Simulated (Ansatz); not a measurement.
# CuO (Cccm) in Ansatz: further runs, part 2 of 2

Ansatz 0.2.0. Earlier steps stand in the parts before.

## 4. Band structure, r2SCAN+U

Input file input.yaml:

```yaml
crystal:
  lattice:
    - [1.990968, -2.15355, 0.0]
    - [1.990968, 2.15355, 0.0]
    - [0.0, 0.0, 5.155928]
  atoms:
    - { symbol: Cu, position: [0.5, 0.0, 0.0] }
    - { symbol: Cu, position: [0.0, 0.5, 0.5] }
    - { symbol: O, position: [0.5, 0.5, 0.25] }
    - { symbol: O, position: [0.5, 0.5, 0.75] }
hamiltonian:
  xc: r2scan
  pseudopotentials: { kind: paw }
  hubbard: { sites: [{ species: Cu, l: d, u_eff: 4.5 }] }
kpoints:
  mp_grid: { grid: [9, 9, 5] }
  band_path:
    path:
      - [[0.0, 0.0, 0.0], [0.463677429, 0.463677429, 0.0], [0.0, 0.5, 0.0], [0.0, 0.5, 0.5], [0.463677429, 0.463677429, 0.5], [0.0, 0.0, 0.5], [0.0, 0.0, 0.0], [-0.5, 0.5, 0.0], [-0.463677429, 0.536322571, 0.0], [-0.463677429, 0.536322571, 0.5], [-0.5, 0.5, 0.5], [-0.5, 0.5, 0.0]]
      - [[0.0, 0.0, 0.5], [-0.5, 0.5, 0.5]]
    npoints: 14
scf:
  occupations: { method: fermi_dirac, width: 0.05 }
  n_extra_bands: 10
output:
  forces: true
  stress: true
  eigenvalues: true
  fatbands: false
  write_density: true
  write_potential: true
  elf: true
  volumetric_format: npy
```

On the command line:

```bash
$ ansatz run input.yaml --threads 2 --pin off --max-ram 5632MiB --backend cpu --events-out ev --progress --plain --runs-dir out
```

Run time: 16 s. Hardware: 2 threads of Arm Neoverse V2, shared host; peak memory 0.63 GiB.

It converged, with:

```yaml
Free_energy: -14395.2234 eV
Pressure: -2.7 GPa
Band_gap_on_the_k_mesh: none (metal or under the smearing width)
```

Stress tensor (GPa, compression positive):
```
-2.36  0.00  0.00
 0.00 -3.03  0.00
 0.00  0.00 -2.74
```

Levels at the corners of the path, in eV from the Fermi level:
```tsv
point	band 22	band 23	band 24	band 25	band 26	band 27	band 28	band 29
Γ	-3.29	-2.87	-2.34	0.61	0.83	1.98	7.01	8.18
X	-3.73	-2.08	-2.01	-1.76	1.26	3.14	7.94	10.25
S	-2.72	-2.56	-2.01	0.31	0.56	4.57	6.75	7.37
R	-2.95	-2.81	-2.75	-0.24	0.70	5.14	6.77	9.09
A	-2.67	-2.36	-2.36	-0.49	-0.49	4.94	4.94	11.23
Z	-3.12	-2.11	-2.11	0.19	0.19	4.14	4.14	12.74
Γ	-3.29	-2.87	-2.34	0.61	0.83	1.98	7.01	8.18
Y	-3.73	-2.07	-1.93	-1.79	1.27	3.00	8.15	10.23
X1	-3.73	-2.08	-2.01	-1.76	1.26	3.14	7.94	10.25
A1	-2.67	-2.36	-2.36	-0.49	-0.49	4.94	4.94	11.23
T	-2.65	-2.33	-2.33	-0.50	-0.50	4.89	4.89	11.21
Y	-3.73	-2.07	-1.93	-1.79	1.27	3.00	8.15	10.23
Z	-3.12	-2.11	-2.11	0.19	0.19	4.14	4.14	12.74
T	-2.65	-2.33	-2.33	-0.50	-0.50	4.89	4.89	11.21
```

Eigenvalues of the final occupation matrices:
```csv
site,spin,trace,eigenvalues
site 1,1,4.74,0.78 0.97 0.99 0.99 1.00
site 2,1,4.74,0.78 0.97 0.99 0.99 1.00
```

Caveat: the run has no spin polarisation, though such a crystal can be magnetic; U without spin polarisation on a metal has little footing; the PAW data sets come from PBE, with cores solved anew for the run's functional, which leaves a small shift of forces and pressure.

## 5. Single point, PBE, 10.39 Å³/atom (volume scaled by 0.94)

Input file input.yaml:

```yaml
crystal:
  lattice:
    - [1.9503245957, -2.1095876644, 0.0]
    - [1.9503245957, 2.1095876644, 0.0]
    - [0.0, 0.0, 5.0506754463]
  atoms:
    - { symbol: Cu, position: [0.5, 0.0, 0.0] }
    - { symbol: Cu, position: [0.0, 0.5, 0.5] }
    - { symbol: O, position: [0.5, 0.5, 0.25] }
    - { symbol: O, position: [0.5, 0.5, 0.75] }
hamiltonian:
  xc: pbe
  pseudopotentials: { kind: nc, accuracy: standard }
kpoints:
  mp_grid: { grid: [9, 9, 5] }
scf:
  occupations: { method: fermi_dirac, width: 0.05 }
output:
  forces: true
  stress: true
  eigenvalues: true
```

Potentials or basis: PseudoDojo standard (PBE files).

On the command line:

```bash
$ ansatz run input.yaml --threads 2 --pin off --max-ram 5632MiB --backend cpu --events-out ev --progress --plain --runs-dir out
```

Run time: 8 s. Hardware: 2 threads of Arm Neoverse V2, shared host; peak memory 0.54 GiB.

The run converged. Its results:

```yaml
Free_energy: -11217.0082 eV
Pressure: 12.5 GPa
Band_gap_on_the_k_mesh: none (metal or under the smearing width)
```

Caveat: the run has no spin polarisation, though such a crystal can be magnetic; semilocal functionals often make such compounds metallic where correlation or magnetic order opens a gap, which also shifts bond lengths.

## 6. Single point, PBE, 10.61 Å³/atom (volume scaled by 0.96)

Edit input.yaml of step 5 so:

```diff
@@ -2,5 +2,5 @@
   lattice:
-    - [1.9503245957, -2.1095876644, 0.0]
-    - [1.9503245957, 2.1095876644, 0.0]
-    - [0.0, 0.0, 5.0506754463]
+    - [1.9640597285, -2.1244444051, 0.0]
+    - [1.9640597285, 2.1244444051, 0.0]
+    - [0.0, 0.0, 5.0862447552]
   atoms:
```

Potentials or basis: PseudoDojo standard (PBE files).

On the command line:

```bash
$ ansatz run input.yaml --threads 2 --pin off --max-ram 5632MiB --backend cpu --events-out ev --progress --plain --runs-dir out
```

It took 8 s on 2 threads of Arm Neoverse V2, shared host; peak memory 0.55 GiB.

The run converged. Its results:

```
Free energy            : -11217.0655 eV
Pressure               : 8.3 GPa
Band gap on the k mesh : none (metal or under the smearing width)
```

Caveat: the run has no spin polarisation, though such a crystal can be magnetic; semilocal functionals often make such compounds metallic where correlation or magnetic order opens a gap, which also shifts bond lengths.

## 7. Single point, PBE, 10.83 Å³/atom (volume scaled by 0.98)

Edit input.yaml of step 6 so:

```diff
@@ -2,5 +2,5 @@
   lattice:
-    - [1.9640597285, -2.1244444051, 0.0]
-    - [1.9640597285, 2.1244444051, 0.0]
-    - [0.0, 0.0, 5.0862447552]
+    - [1.977605396, -2.1390962088, 0.0]
+    - [1.977605396, 2.1390962088, 0.0]
+    - [0.0, 0.0, 5.1213234137]
   atoms:
```

On the command line:

```bash
$ ansatz run input.yaml --threads 2 --pin off --max-ram 5632MiB --backend cpu --events-out ev --progress --plain --runs-dir out
```

Wall time 8.2 s (2 threads of Arm Neoverse V2, shared host); peak memory 0.55 GiB.

It converged, with:

* Free energy: -11217.1009 eV
* Pressure: 4.6 GPa
* Band gap on the k mesh: none (metal or under the smearing width)

Caveat: the run has no spin polarisation, though such a crystal can be magnetic; semilocal functionals often make such compounds metallic where correlation or magnetic order opens a gap, which also shifts bond lengths.

## 8. Single point, PBE, 11.05 Å³/atom

Edit input.yaml of step 7 so:

```diff
@@ -2,5 +2,5 @@
   lattice:
-    - [1.977605396, -2.1390962088, 0.0]
-    - [1.977605396, 2.1390962088, 0.0]
-    - [0.0, 0.0, 5.1213234137]
+    - [1.990968, -2.15355, 0.0]
+    - [1.990968, 2.15355, 0.0]
+    - [0.0, 0.0, 5.155928]
   atoms:
```

On the command line:

```bash
$ ansatz run input.yaml --threads 2 --pin off --max-ram 5632MiB --backend cpu --events-out ev --progress --plain --runs-dir out
```

It took 8.2 s on 2 threads of Arm Neoverse V2, shared host; peak memory 0.56 GiB.

The run converged. Its results:

| Quantity | Value |
| --- | --- |
| Free energy | -11217.1166 eV |
| Pressure | 1.2 GPa |
| Band gap on the k mesh | none (metal or under the smearing width) |

Caveat: the run has no spin polarisation, though such a crystal can be magnetic; semilocal functionals often make such compounds metallic where correlation or magnetic order opens a gap, which also shifts bond lengths.

## 9. Single point, PBE, 11.27 Å³/atom (volume scaled by 1.02)

Edit input.yaml of step 8 so:

```diff
@@ -2,5 +2,5 @@
   lattice:
-    - [1.990968, -2.15355, 0.0]
-    - [1.990968, 2.15355, 0.0]
-    - [0.0, 0.0, 5.155928]
+    - [2.0041536028, -2.1678123362, 0.0]
+    - [2.0041536028, 2.1678123362, 0.0]
+    - [0.0, 0.0, 5.1900742137]
   atoms:
```

Potentials or basis: PseudoDojo standard (PBE files).

On the command line:

```bash
$ ansatz run input.yaml --threads 2 --pin off --max-ram 5632MiB --backend cpu --events-out ev --progress --plain --runs-dir out
```

It took 8.9 s on 2 threads of Arm Neoverse V2, shared host; peak memory 0.56 GiB.

It converged, with:

```
Free energy            : -11217.1149 eV
Pressure               : -1.8 GPa
Band gap on the k mesh : none (metal or under the smearing width)
```

Caveat: the run has no spin polarisation, though such a crystal can be magnetic; semilocal functionals often make such compounds metallic where correlation or magnetic order opens a gap, which also shifts bond lengths.

## 10. Single point, PBE, 11.50 Å³/atom (volume scaled by 1.04)

Edit input.yaml of step 9 so:

```diff
@@ -2,5 +2,5 @@
   lattice:
-    - [2.0041536028, -2.1678123362, 0.0]
-    - [2.0041536028, 2.1678123362, 0.0]
-    - [0.0, 0.0, 5.1900742137]
+    - [2.0171679519, -2.1818894341, 0.0]
+    - [2.0171679519, 2.1818894341, 0.0]
+    - [0.0, 0.0, 5.2237769386]
   atoms:
```

On the command line:

```bash
$ ansatz run input.yaml --threads 2 --pin off --max-ram 5632MiB --backend cpu --events-out ev --progress --plain --runs-dir out
```

Run time: 9.9 s. Hardware: 2 threads of Arm Neoverse V2, shared host; peak memory 0.57 GiB.

The run converged. Its results:

- Free energy: -11217.0976 eV
- Pressure: -4.5 GPa
- Band gap on the k mesh: none (metal or under the smearing width)

Caveat: the run has no spin polarisation, though such a crystal can be magnetic; semilocal functionals often make such compounds metallic where correlation or magnetic order opens a gap, which also shifts bond lengths.

## 11. Single point, PBE, 11.72 Å³/atom (volume scaled by 1.06)

Edit input.yaml of step 10 so:

```diff
@@ -2,5 +2,5 @@
   lattice:
-    - [2.0171679519, -2.1818894341, 0.0]
-    - [2.0171679519, 2.1818894341, 0.0]
-    - [0.0, 0.0, 5.2237769386]
+    - [2.0300165018, -2.1957871937, 0.0]
+    - [2.0300165018, 2.1957871937, 0.0]
+    - [0.0, 0.0, 5.2570503003]
   atoms:
```

On the command line:

```bash
$ ansatz run input.yaml --threads 2 --pin off --max-ram 5632MiB --backend cpu --events-out ev --progress --plain --runs-dir out
```

It took 8.2 s on 2 threads of Arm Neoverse V2, shared host; peak memory 0.58 GiB.

It converged, with:

| Quantity | Value |
| --- | --- |
| Free energy | -11217.0663 eV |
| Pressure | -6.8 GPa |
| Band gap on the k mesh | none (metal or under the smearing width) |

Caveat: the run has no spin polarisation, though such a crystal can be magnetic; semilocal functionals often make such compounds metallic where correlation or magnetic order opens a gap, which also shifts bond lengths.

## 12. Equation of state, PBE

Potentials or basis: PseudoDojo standard.

No new run: the results of the series are fitted here.

Results:

* Equilibrium volume: 11.14 Å³/atom
* Bulk modulus at fixed shape and positions: 153 GPa
* Pressure derivative of the bulk modulus: 4.7

Energy against volume, from the lowest point:
| volume (Å³/atom) | energy (meV/atom) |
| --- | --- |
| 10.390 | 27.12 |
| 10.611 | 12.79 |
| 10.832 | 3.95 |
| 11.053 | 0.00 |
| 11.274 | 0.43 |
| 11.496 | 4.76 |
| 11.717 | 12.59 |

Caveat: the cell was scaled at fixed shape and fractional positions, which overstates the stiffness of a crystal with free parameters, most of all of layers and chains; the run has no spin polarisation, though such a crystal can be magnetic.

## 13. Summary

| task | level | potentials or basis | U | cutoff (eV) | points for each segment of the path | hubbard projectors | double counting | gap on the mesh (eV) | pressure (GPa) |
| --- | --- | --- | --- | --- | --- | --- | --- | --- | --- |
| band structure | PBEsol | Ansatz PAW | - | 420 | 14 | - | - | none | -6.0 |
| band structure | PBEsol+U | Ansatz PAW | Cu d U = 5.3 eV | 420 | 14 | ortho-atomic (the default) | fll (the default) | none | -3.2 |
| band structure | r2SCAN+U | Ansatz PAW | Cu d U = 4.5 eV | 500 | 14 | ortho-atomic (the default) | fll (the default) | none | -2.7 |
| equation of state | PBE | PseudoDojo standard | - | 1252 | - | - | - | - | - |

Alike in all rows: no spin polarisation; cell as given; k mesh 9 × 9 × 5; smearing fermi-dirac 0.05 eV.

Caveats: the run has no spin polarisation, though such a crystal can be magnetic; the PAW data sets come from PBE, with cores solved anew for the run's functional, which leaves a small shift of forces and pressure (some runs); U without spin polarisation on a metal has little footing (some runs); semilocal functionals often make such compounds metallic where correlation or magnetic order opens a gap, which also shifts bond lengths (some runs); the cell was scaled at fixed shape and fractional positions, which overstates the stiffness of a crystal with free parameters, most of all of layers and chains (some runs).

Total energies depend on the potentials used, so only differences within one code and one set of settings carry meaning.
